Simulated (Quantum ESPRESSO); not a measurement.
A run of Quantum ESPRESSO 7.5:

The input pw.in:

```
&CONTROL
  calculation = 'scf'
  prefix = 'pwscf'
  outdir = './tmp'
  pseudo_dir = './pseudo'
  tprnfor = .true.
  tstress = .true.
  disk_io = 'low'
/
&SYSTEM
  ibrav = 0
  nat = 3
  ntyp = 2
  ecutwfc = 58
  nbnd = 19
  input_dft = 'blyp'
  occupations = 'smearing'
  smearing = 'mv'
  degauss = 0.01469973
/
&ELECTRONS
  conv_thr = 6d-10
  electron_maxstep = 120
  mixing_beta = 0.5
/
ATOMIC_SPECIES
Ta   180.9479 Ta.upf
S     32.0600 S.upf
CELL_PARAMETERS angstrom
   3.3500000000    0.0000000000    0.0000000000
  -1.6750000000    2.9011851027    0.0000000000
   0.0000000000    0.0000000000    5.8600000000
ATOMIC_POSITIONS crystal
Ta     0.0000000000    0.0000000000    0.0000000000
S      0.6666666667    0.3333333333    0.7500000000
S      0.3333333333    0.6666666667    0.2500000000
K_POINTS automatic
9 9 5 0 0 0
```

File relax.in:

```
&CONTROL
  calculation = 'relax'
  prefix = 'pwscf'
  outdir = './tmp'
  pseudo_dir = './pseudo'
  tprnfor = .true.
  tstress = .true.
  disk_io = 'low'
  nstep = 40
  forc_conv_thr = 0.0001
  etot_conv_thr = 1d-06
/
&SYSTEM
  ibrav = 0
  nat = 3
  ntyp = 2
  ecutwfc = 58
  nbnd = 19
  input_dft = 'blyp'
  occupations = 'smearing'
  smearing = 'mv'
  degauss = 0.01469973
/
&ELECTRONS
  conv_thr = 6d-10
  electron_maxstep = 120
  mixing_beta = 0.5
/
&IONS
  ion_dynamics = 'bfgs'
/
ATOMIC_SPECIES
Ta   180.9479 Ta.upf
S     32.0600 S.upf
CELL_PARAMETERS angstrom
   3.3500000000    0.0000000000    0.0000000000
  -1.6750000000    2.9011851027    0.0000000000
   0.0000000000    0.0000000000    5.8600000000
ATOMIC_POSITIONS crystal
Ta     0.0000000000    0.0000000000    0.0000000000
S      0.6666666667    0.3333333333    0.7500000000
S      0.3333333333    0.6666666667    0.2500000000
K_POINTS automatic
9 9 5 0 0 0
```

File scf2.in:

```
&CONTROL
  calculation = 'scf'
  prefix = 'pwscf'
  outdir = './tmp'
  pseudo_dir = './pseudo'
  tprnfor = .true.
  tstress = .true.
  disk_io = 'low'
/
&SYSTEM
  ibrav = 0
  nat = 3
  ntyp = 2
  ecutwfc = 58
  nbnd = 19
  input_dft = 'blyp'
  occupations = 'smearing'
  smearing = 'mv'
  degauss = 0.01469973
/
&ELECTRONS
  conv_thr = 1d-13
  electron_maxstep = 120
  mixing_beta = 0.5
  startingpot = 'file'
  startingwfc = 'file'
/
ATOMIC_SPECIES
Ta   180.9479 Ta.upf
S     32.0600 S.upf
CELL_PARAMETERS angstrom
   3.3500000000    0.0000000000    0.0000000000
  -1.6750000000    2.9011851027    0.0000000000
   0.0000000000    0.0000000000    5.8600000000
ATOMIC_POSITIONS crystal
Ta     0.0000000000    0.0000000000    0.0000000000
S      0.6666666667    0.3333333333    0.7355780185
S      0.3333333333    0.6666666667    0.2644219815
K_POINTS automatic
9 9 5 0 0 0
```

Contents of ph.in:

```
phonons of TaS2
&INPUTPH
  prefix = 'pwscf'
  outdir = './tmp'
  tr2_ph = 1d-16
  fildyn = 'dyn'
  niter_ph = 60
  alpha_mix(1) = 0.4
/
0.0000000000 0.0000000000 0.0000000000
```

Contents of dynmat.in:

```
&INPUT
  fildyn = 'dyn'
  asr = 'crystal'
  filout = 'dynmat.disp'
  fileig = 'dynmat.eig'
/
```

Potentials or basis: PseudoDojo 0.4.1 SR PBE standard.

Run with:

```console
$ OMP_NUM_THREADS=1 pw.x -in pw.in > pw.out
$ OMP_NUM_THREADS=1 pw.x -in relax.in > relax.out
$ OMP_NUM_THREADS=1 pw.x -in scf2.in > scf2.out
$ OMP_NUM_THREADS=1 ph.x -in ph.in > ph.out
$ OMP_NUM_THREADS=1 dynmat.x -in dynmat.in > dynmat.out
```

Hardware: 1 thread of Arm Neoverse V2 (shared host).

Q: Estimate the wall time of this run.

A: It took 15 min on 1 thread of Arm Neoverse V2 (shared host), peak memory 0.1 GiB. Counts: scf iterations 51, k pools 1, bands 19, ion steps 5, k points 50, g dense 22937.
